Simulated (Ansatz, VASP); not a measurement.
# One calculation of ZnCu, two programs

```
Zn Cu
1.0
     2.88539    0.00000    0.00000
     0.00000    2.88539    0.00000
     0.00000    0.00000    2.88539
Zn Cu
1 1
Direct
  0.50000 0.50000 0.50000
  0.00000 0.00000 0.00000
```

Change from the starting cell: volume scaled by 0.9405, crystal datasets.

Alike in both runs: task electric field gradients; functional PBE; k mesh 14 × 14 × 14; occupations fermi-dirac, width 0.05 eV; no spin polarisation.

|  | VASP | Ansatz |
| --- | --- | --- |
| version | VASP 6.6.1 | Ansatz 0.2.0 |
| potentials or method | VASP PAW PBE potentials, release 64 (Zn, Cu), cutoff 520 eV | all-electron PAW with datasets made for the crystal, scalar-relativistic |

|  | VASP | Ansatz | Ansatz less VASP |
| --- | --- | --- | --- |
| pressure (GPa) | 11.9 | 11.2 | -0.66 |
| Vzz of the field gradient on the site that differs most (V/Å²) | 0.0 | 0.0 | 0.00 |

Ansatz ran all-electron here, so the differences hold the error of VASP's frozen core and of both bases.
